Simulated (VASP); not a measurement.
BaO:

```
CELL_PARAMETERS angstrom
0.00000 2.75000 2.75000
2.75000 0.00000 2.75000
2.75000 2.75000 0.00000
ATOMIC_POSITIONS crystal
Ba 0.00000 0.00000 0.00000
O 0.50000 0.50000 0.50000
```

Base run:

| Quantity | Value |
| --- | --- |
| Program | VASP 6.6.1 |
| Functional | PBE0 |
| Potentials or basis | VASP PAW PBE potentials, release 64 (Ba_sv, O) |
| Cutoff | 520 eV |
| k mesh | 6 × 6 × 6 |
| Occupations | gaussian, width 0.02 eV |
| Spin | no spin polarisation |

Its results: band gap on the k mesh 3.90 eV, direct; pressure 3.1 GPa.

Problem. The run is repeated on the same cell with these changes: functional from PBE0 to HSE06; further incar settings from ALGO = Normal; EDIFF = 1e-06; NBANDS = 15 to ALGO = Normal; EDIFF = 1e-07; NBANDS = 15. What comes out?

Solution. Band gap on the k mesh 3.19 eV, direct; pressure 3.1 GPa.

Caveats: the PAW data sets were made with another functional, which shifts forces and pressure a little; spin-orbit coupling is left out, which moves the levels of the heavy elements.
